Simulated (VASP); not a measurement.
## VASP 6.6.1 run: PbSe

INCAR

```
LWAVE = .FALSE.
ISMEAR = -1
LCHARG = .FALSE.
NBANDS = 17
SIGMA = 0.02
METAGGA = RTPSS
IBRION = -1
EDIFF = 1E-7
ISIF = 2
ENCUT = 520
LREAL = .FALSE.
LASPH = .TRUE.
PREC = Accurate
NSW = 0
NELM = 74
ISYM = 0
```

KPOINTS

```
KPOINTS created by Atomic Simulation Environment
0
Gamma
4 4 4
0 0 0
```

POSCAR

```
Pb Se
 1.0000000000000000
    -0.0000000000000000    3.0887022204744010    3.0887022204744010
     3.0887022204744010   -0.0000000000000000    3.0887022204744010
     3.0887022204744010    3.0887022204744010   -0.0000000000000000
 Pb  Se
   1   1
Cartesian
 -0.0000000000000000 -0.0000000000000000 -0.0000000000000000
  3.0887022204744010  3.0887022204744010  3.0887022204744010
```

The recommended PBE PAW datasets give the neutral cell 20 valence electrons.

Command

```
mpirun -np 1 vasp_std
```

OSZICAR

```
N       E                     dE             d eps       ncg     rms          rms(c)
DAV:   1     0.201056648001E+03    0.20106E+03   -0.95660E+03  1224   0.122E+03
DAV:   2     0.498904390982E+02   -0.15117E+03   -0.14624E+03  1333   0.309E+02
DAV:   3     0.397525819506E+02   -0.10138E+02   -0.10011E+02  1519   0.856E+01
DAV:   4     0.395398941332E+02   -0.21269E+00   -0.21251E+00  1583   0.135E+01
DAV:   5     0.395334899962E+02   -0.64041E-02   -0.64036E-02  1749   0.229E+00    0.322E+00
DAV:   6     0.428607440920E+02    0.33273E+01   -0.70705E+00  1237   0.270E+01    0.205E+00
DAV:   7     0.429344583283E+02    0.73714E-01   -0.15911E-01  1632   0.327E+00    0.159E+00
DAV:   8     0.430389605264E+02    0.10450E+00   -0.45505E-01  1775   0.295E+00    0.975E-01
DAV:   9     0.430259172789E+02   -0.13043E-01   -0.46057E-02  1499   0.127E+00    0.924E-01
DAV:  10     0.430260039118E+02    0.86633E-04   -0.72867E-03  1485   0.892E-01    0.269E-01
DAV:  11     0.430255472143E+02   -0.45670E-03   -0.13987E-03  1547   0.353E-01    0.927E-02
DAV:  12     0.430254659643E+02   -0.81250E-04   -0.30873E-04  1588   0.965E-02    0.752E-02
DAV:  13     0.430254973594E+02    0.31395E-04   -0.11010E-04  1473   0.690E-02    0.184E-02
DAV:  14     0.430254963686E+02   -0.99081E-06   -0.21517E-05  1476   0.261E-02    0.103E-02
DAV:  15     0.430254960388E+02   -0.32972E-06   -0.17657E-06  1393   0.927E-03    0.398E-03
DAV:  16     0.430254957675E+02   -0.27134E-06   -0.12142E-07  1408   0.342E-03    0.626E-04
DAV:  17     0.430254958120E+02    0.44547E-07   -0.75837E-09   772   0.924E-04
   1 F= 0.43025496E+02 E0= 0.43025497E+02  d E =-.219101E-05
```

From OUTCAR

```
k-points           NKPTS =     36   k-points in BZ     NKDIM =     36   number of bands    NBANDS=     17

   NELECT =      20.0000    total number of electrons

   dimension x,y,z NGX =    32 NGY =   32 NGZ =   32
   dimension x,y,z NGXF=    64 NGYF=   64 NGZF=   64

  energy-cutoff  :      520.00
  volume of cell :       58.93
      direct lattice vectors                 reciprocal lattice vectors
     0.000000000  3.088702220  3.088702220    -0.161880286  0.161880286  0.161880286
     3.088702220  0.000000000  3.088702220     0.161880286 -0.161880286  0.161880286
     3.088702220  3.088702220  0.000000000     0.161880286  0.161880286 -0.161880286

 k-points in reciprocal lattice and weights: KPOINTS created by Atomic Simulation Env
   0.00000000  0.00000000  0.00000000       0.016
   0.25000000  0.00000000  0.00000000       0.031
   0.00000000  0.25000000  0.00000000       0.031
   0.00000000  0.00000000  0.25000000       0.031
   0.25000000  0.25000000  0.25000000       0.031
   0.50000000  0.00000000  0.00000000       0.016
   0.00000000  0.50000000  0.00000000       0.016
   0.00000000  0.00000000  0.50000000       0.016
   ...

 E-fermi :   4.8011

 k-point     1 :       0.0000    0.0000    0.0000
  band No.  band energies     occupation
      1     -12.2595      2.00000
      2     -12.2595      2.00000
      3     -12.2595      2.00000
      4     -12.2537      2.00000
      5     -12.2537      2.00000
      6      -8.9190      2.00000
      7      -1.6338      2.00000
      8       2.8684      2.00000
      9       2.8684      2.00000
     10       2.8684      2.00000
     11       9.4357      0.00000
     12       9.4357      0.00000
     13       9.4357      0.00000
     14      11.2383      0.00000
     15      11.2383      0.00000
     16      11.2383      0.00000
     17      12.5874      0.00000

 k-point     2 :       0.2500    0.0000    0.0000
  band No.  band energies     occupation
      1     -12.2660      2.00000
      2     -12.2660      2.00000
      3     -12.2579      2.00000
      4     -12.2432      2.00000
      5     -12.2432      2.00000
      6      -8.4947      2.00000
      7      -2.8391      2.00000
      8       3.0068      2.00000
      9       3.0068      2.00000
     10       3.6421      2.00000
     11       6.8281      0.00000
     12       7.6995      0.00000
     13       7.6995      0.00000
     14      11.0834      0.00000
     15      12.4705      0.00000
     16      12.4705      0.00000
     17      15.6200      0.00000

 k-point     3 :       0.0000    0.2500    0.0000
  band No.  band energies     occupation
      1     -12.2660      2.00000
      2     -12.2660      2.00000
      3     -12.2579      2.00000
      4     -12.2432      2.00000
      5     -12.2432      2.00000
      6      -8.4947      2.00000
      7      -2.8391      2.00000
      8       3.0068      2.00000
      9       3.0068      2.00000
     10       3.6421      2.00000
     11       6.8281      0.00000
     12       7.6995      0.00000
     13       7.6995      0.00000
     14      11.0834      0.00000
     15      12.4705      0.00000
     16      12.4705      0.00000
     17      15.6200      0.00000

 ...

  Total       -0.1103630     -0.1103643     -0.1103613      0.0000036      0.0000035      0.0000031
  in kB       -3.0003771     -3.0004128     -3.0003306      0.0000971      0.0000939      0.0000829
  external PRESSURE =      -3.0003735 kB  Pullay stress =       0.0000000 kB

 POSITION                                       TOTAL-FORCE (eV/Angst)
 -----------------------------------------------------------------------------------
      0.00000      0.00000      0.00000        -0.000000      0.000001     -0.000002
      3.08870      3.08870      3.08870         0.000000     -0.000001      0.000002
 -----------------------------------------------------------------------------------
    total drift:                               -0.000002      0.000000     -0.000004

  FREE ENERGIE OF THE ION-ELECTRON SYSTEM (eV)
  ---------------------------------------------------
  free  energy   TOTEN  =        43.0254958120 eV

  energy  without entropy=       43.0254980031  energy(sigma->0) =       43.02549691
```

It converged. Results: gap between bands v and c on the k mesh 0.41 eV; least direct gap on the k mesh 0.41 eV; pressure -0.3 GPa. Band v is the last that the valence electrons fill when counted band by band, and c is the next.

For comparison, a separate PBE run of the intended cell, on usual settings and not on those above, gives a gap of 0.38 eV on its mesh and a pressure of 0.9 GPa.

The run above took about 81 s on one core of a shared host (Intel Xeon Platinum 8488C) and held 0.2 GiB at most.
